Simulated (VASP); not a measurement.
# Si (Fd-3m) in VASP: notebook

Aim: see how the results for Si move with the level of theory and the settings. Levels: PBEsol, r2SCAN, PBE+D3(BJ). Tasks: relaxation of cell and atoms.

Program: VASP 6.6.1. These are calculated values, not measurements. Logs are shortened: lines on timing, memory, paths and dates and some standing lists are left out, and cuts for length are marked.

### Step 1. The structure

The structure is cubic, space group Fd-3m (No. 227). The conventional cell has a = 5.436 Å, b = 5.436 Å, c = 5.436 Å, α = 90.00°, β = 90.00°, γ = 90.00°. Si (site symmetry -43m) is surrounded by 4 Si at 2.35 Å.

### Step 2. Relaxation of cell and atoms, PBEsol

Contents of INCAR:

```
SYSTEM = Si
PREC     = Accurate       ! precision mode
ENCUT    = 600            ! plane-wave cutoff, eV
EDIFF    = 1E-7           ! SCF threshold, eV
ISMEAR   = 0              ! smearing method
SIGMA    = 0.03           ! smearing width, eV
LREAL    = .FALSE.        ! projectors in reciprocal space
LASPH    = .TRUE.         ! aspherical terms in the spheres
NELM     = 80             ! most SCF steps
ALGO     = Normal         ! electronic algorithm
ISIF     = 3              ! what is computed and relaxed
LWAVE    = .FALSE.        ! write WAVECAR
LCHARG   = .FALSE.        ! write CHGCAR
GGA      = PS             ! functional
IBRION   = 2              ! ionic algorithm
NSW      = 90             ! ionic steps
EDIFFG   = -0.005         ! ionic threshold
```

Contents of KPOINTS:

```
regular mesh
0
G
  10 10 10
  0 0 0
```

Contents of POSCAR:

```
Si                                      
1.0
   -0.0000000000      2.7178477094      2.7178477094
    2.7178477094      0.0000000000      2.7178477094
    2.7178477094      2.7178477094     -0.0000000000
  Si            
     2
Direct
     0.7500000000000000    0.7500000000000000    0.7500000000000000
     0.5000000000000000    0.5000000000000000    0.5000000000000000
```

Potentials or basis: VASP PAW PBE potentials, release 64 (Si).

On the command line:

```
> cat potpaw_PBE.64/Si/POTCAR > POTCAR
> mpirun -np 1 vasp_std > vasp.out
```

OUTCAR:

```text
SYSTEM = Si
   PREC = Accurate
   ENCUT = 600
   EDIFF = 1E-7
   ISMEAR = 0
   LREAL = .FALSE.
   LASPH = .TRUE.
   NELM = 80
   ISIF = 3
   GGA = PS
   IBRION = 2
   NSW = 90
   EDIFFG = -0.005

 ion  position               nearest neighbor table
   1  0.750  0.750  0.750-   2 2.35   2 2.35   2 2.35   2 2.35
   2  0.500  0.500  0.500-   1 2.35   1 2.35   1 2.35   1 2.35

  LATTYP: Found a face centered cubic cell.
 ALAT       =     5.4356954188

  Lattice vectors:

 A1 = (   0.0000000000,   2.7178477094,   2.7178477094)
 A2 = (   2.7178477094,   0.0000000000,   2.7178477094)
 A3 = (   2.7178477094,   2.7178477094,   0.0000000000)

Analysis of symmetry for initial positions (statically):
=====================================================================
 Subroutine PRICEL returns:
 Original cell was already a primitive cell.

 Routine SETGRP: Setting up the symmetry group for a
 face centered cubic supercell.

 Subroutine GETGRP returns: Found 48 space group operations
 (whereof 24 operations were pure point group operations)
 out of a pool of 48 trial point group operations.

The static configuration has the point symmetry T_d .
 The point group associated with its full space group is O_h .

Analysis of symmetry for dynamics (positions and initial velocities):
=====================================================================
 Subroutine PRICEL returns:
 Original cell was already a primitive cell.

 Routine SETGRP: Setting up the symmetry group for a
 face centered cubic supercell.

 Subroutine GETGRP returns: Found 48 space group operations
 (whereof 24 operations were pure point group operations)
 out of a pool of 48 trial point group operations.

The dynamic configuration has the point symmetry T_d .
 The point group associated with its full space group is O_h .

 Subroutine INISYM returns: Found 48 space group operations
 (whereof 24 operations are pure point group operations),
 and found     1 'primitive' translations

----------------------------------------------------------------------------------------

                                     Primitive cell

  volume of cell :      40.1518

  direct lattice vectors                    reciprocal lattice vectors
     0.000000000  2.717847709  2.717847709    -0.183969101  0.183969101  0.183969101
     2.717847709  0.000000000  2.717847709     0.183969101 -0.183969101  0.183969101
     2.717847709  2.717847709  0.000000000     0.183969101  0.183969101 -0.183969101

  length of vectors
[... 83 lines left out ...]
   LREAL  =      F    real-space projection
   EDIFFG = -.5E-02   stopping-criterion for IOM
   NSW    =     90    number of steps for IOM
   IBRION =      2    ionic relax: 0-MD 1-quasi-New 2-CG
   NFREE  =      1    steps in history (QN), initial steepest desc. (CG)
   ISIF   =      3    stress and relaxation
   ISYM   =      2    0-nonsym 1-usesym 2-fastsym
   POTIM  = 0.5000    time-step for ionic-motion
   TEBEG  =    0.0;   TEEND  =   0.0 temperature during run
   PSTRESS=    0.0 pullay stress
   NELECT =       8.0000    total number of electrons
   NUPDOWN=      -1.0000    fix difference up-down
   EMIN   =  10.00;   EMAX   =-10.00  energy-range for DOS
   EFERMI =   0.00;   METHOD = LEGACY
   ISMEAR =     0;   SIGMA  =   0.03  broadening in eV -4-tet -1-fermi 0-gaus
   EFERMI_NEDOS =   21; number of points for ismear=-14 and -15
   IALGO  =     38    algorithm
   IMIX   =      4    mixing-type and parameters
     AMIX     =   0.40;   BMIX     =  1.00
     AMIX_MAG =   1.60;   BMIX_MAG =  1.00
  volume/ion in A,a.u.               =      20.08       135.48
  Fermi-wavevector in a.u.,A,eV,Ry     =   0.956173  1.806905 12.439349  0.914266
  Thomas-Fermi vector in A             =   2.085077
   LORBIT       =      0    0 simple, 1 ext, 2 COOP (PROOUT), +10 PAW based schemes
   GGA     = PS    functional components
   LHFCALC =     F    Hartree Fock is set to
   AEXX    =    0.0000 exact exchange contribution
   IVDW    =     0    specifies the selected vdW correction
   LEPSILON=     F    determine dielectric tensor
   LRPA    =     F    only Hartree local field effects (RPA)
 conjugate gradient relaxation of ions
 non-spin polarized calculation
 Gauss-broadening in eV      SIGMA  =   0.03
  energy-cutoff  :      600.00
  volume of cell :       40.15
 maximum number of plane-waves:      1363
   NGX = 15   NGY = 15   NGZ = 15

 number of electron       7.9999999 magnetization

 Free energy of the ion-electron system (eV)
  ---------------------------------------------------
  ext. energy  EPLUGINS =         0.00000000
  ---------------------------------------------------
  free energy    TOTEN  =       -11.49256018 eV

  energy without entropy =      -11.49256018  energy(sigma->0) =      -11.49256018

 E-fermi :   5.9295     XC(G=0):  -9.5429

 val. band max:        5.7622981985   @ k =   0.0000   0.0000   0.0000
 cond. band min:       6.2336225098   @ k =   0.4000   0.4000   0.0000
 fundamental gap:      0.4713243113
 Fermi energy:         5.9295250030

 k-point     1 :       0.0000    0.0000    0.0000
  band No.  band energies     occupation
      1      -6.2090      2.00000
      2       5.7623      2.00000
      3       5.7623      2.00000
      4       5.7623      2.00000
      5       8.2785      0.00000
      6       8.2785      0.00000
      7       8.2785      0.00000
      8       9.0552      0.00000
[... 243 lines left out ...]
 k-point    24 :       0.4000    0.3000    0.0000
  band No.  band energies     occupation
      1      -4.0431      2.00000
      2       0.3392      2.00000
      3       2.8796      2.00000
      4       3.3137      2.00000
      5       6.7116      0.00000
      6       7.8986      0.00000
      7      12.6608      0.00000
      8      12.7818      0.00000

 [... further k-points ...]
[... 5 lines left out ...]
  --------------------------------------------------------------------------------------
  -------------------------------------------------------------------------------------
  Total        0.0012481      0.0012481      0.0012481     -0.0000000      0.0000000     -0.0000000
  in kB        0.0498015      0.0498015      0.0498015     -0.0000000      0.0000000     -0.0000000
  external PRESSURE =       0.0498015 kB  Pullay stress =       0.0000000 kB

 VOLUME and BASIS-vectors are now :
 -----------------------------------------------------------------------------
  energy-cutoff  :      600.00
  volume of cell :       40.15
      direct lattice vectors                 reciprocal lattice vectors
     0.000000000  2.717847709  2.717847709    -0.183969101  0.183969101  0.183969101
     2.717847709  0.000000000  2.717847709     0.183969101 -0.183969101  0.183969101
     2.717847709  2.717847709  0.000000000     0.183969101  0.183969101 -0.183969101

 POSITION                                       TOTAL-FORCE (eV/Angst)
 -----------------------------------------------------------------------------------
      4.07677      4.07677      4.07677        -0.000000     -0.000000     -0.000000
      2.71785      2.71785      2.71785         0.000000      0.000000      0.000000
 -----------------------------------------------------------------------------------
    total drift:                               -0.000000     -0.000000     -0.000000

  FREE ENERGIE OF THE ION-ELECTRON SYSTEM (eV)
  ---------------------------------------------------
  free  energy   TOTEN  =       -11.4925601780 eV

  energy  without entropy=      -11.4925601780  energy(sigma->0) =      -11.49256018

 reached required accuracy - stopping structural energy minimisation
```

Wall time 6 s (1 thread of Intel Xeon 6975P-C (Granite Rapids), shared host); peak memory 0.16 GiB.

What came out:

* Free energy: -11.4926 eV
* Pressure after relaxing: 0.0 GPa
* Band gap on the k mesh: 0.47 eV, indirect (least direct gap 2.52 eV)

Final structure:
```
Si
1.0
     0.00000    2.71785    2.71785
     2.71785    0.00000    2.71785
     2.71785    2.71785    0.00000
Si
2
Direct
  0.75000 0.75000 0.75000
  0.50000 0.50000 0.50000
```

Levels at points of the mesh, in eV from the valence-band top:
| k point | band 2 | band 3 | band 4 | band 5 | band 6 | band 7 |
| --- | --- | --- | --- | --- | --- | --- |
| (0.00, 0.00, 0.00) | 0.00 | 0.00 | 0.00 | 2.52 | 2.52 | 2.52 |
| (0.50, 0.00, 0.00) | -7.00 | -1.20 | -1.20 | 1.46 | 3.27 | 3.27 |
| (0.50, 0.50, 0.00) | -7.82 | -2.87 | -2.87 | 0.59 | 0.59 | 10.04 |

Caveat: the relaxation stopped at its first step, so nothing moved; the PAW data sets were made with another functional, which shifts forces and pressure a little.

### Step 3. Relaxation of cell and atoms, r2SCAN

This run uses another cell than the first one, of 19.98 Å³/atom, 0.995 times its volume.

Contents of INCAR:

```
SYSTEM = Si
  PREC = Accurate
  ENCUT = 600
  EDIFF = 1E-6
  ISMEAR = 0
  SIGMA = 0.03
  LREAL = .FALSE.
  LASPH = .TRUE.
  NELM = 80
  ALGO = Normal
  ISIF = 3
  LWAVE = .FALSE.
  LCHARG = .FALSE.
  METAGGA = R2SCAN
  LMIXTAU = .TRUE.
  IBRION = 2
  NSW = 90
  EDIFFG = -0.01
```

KPOINTS is that of step 2.

Contents of POSCAR:

```
Si
1.0
    0.0000000000      2.7135600000      2.7135600000
    2.7135600000      0.0000000000      2.7135600000
    2.7135600000      2.7135600000      0.0000000000
Si
2
Direct
    0.7500000000      0.7500000000      0.7500000000
    0.5000000000      0.5000000000      0.5000000000
```

Potentials or basis: VASP PAW PBE potentials, release 64 (Si).

On the command line:

```
> cat potpaw_PBE.64/Si/POTCAR > POTCAR
> mpirun -np 1 vasp_std > vasp.out
```

Run time: 1.9 min. Hardware: 1 thread of AMD EPYC 9R45 (Zen 5), shared host; peak memory 0.15 GiB.

The run converged. Its results:

* Free energy: -17.5496 eV
* Relaxed volume: 20.12 Å³/atom
* Relaxed cell: a = 3.846 Å, b = 3.846 Å, c = 3.846 Å, α = 60.00°, β = 60.00°, γ = 60.00°
* Space group after relaxing (to 0.05 Å): Fd-3m (No. 227)
* Energy gained by relaxing: 0.3 meV/atom
* Ionic steps: 3
* Pressure after relaxing: 0.0 GPa
* Band gap on the k mesh: 0.79 eV, indirect (least direct gap 2.76 eV)

Step by step:
| step | energy change (eV) | largest force (eV/Å) | pressure (GPa) | volume (Å³) |
| --- | --- | --- | --- | --- |
| 1 | 0.0000 | 0.0000 | 0.71 | 39.96 |
| 2 | -0.0002 | 0.0000 | -0.56 | 40.48 |
| 3 | -0.0006 | 0.0000 | 0.01 | 40.24 |

Final structure:
```xyz
2
Lattice="0.0000 2.7198 2.7198 2.7198 0.0000 2.7198 2.7198 2.7198 0.0000" Properties=species:S:1:pos:R:3 pbc="T T T"
Si    4.0797    4.0797    4.0797
Si    2.7198    2.7198    2.7198
```

Levels at points of the mesh, in eV from the valence-band top:
```
           k point  band 1  band 2  band 3  band 4  band 5  band 6  band 7  band 8
(0.00, 0.00, 0.00)  -12.49    0.00    0.00    0.00    2.76    2.76    2.76    3.93
(0.50, 0.00, 0.00)  -10.05   -7.24   -1.27   -1.27    1.87    3.59    3.59    8.33
(0.50, 0.50, 0.00)   -8.14   -8.14   -3.00   -3.00    0.93    0.93   10.84   10.84
```

Caveat: the PAW data sets were made with another functional, which shifts forces and pressure a little.

(Part 1 of 2 ends here.)
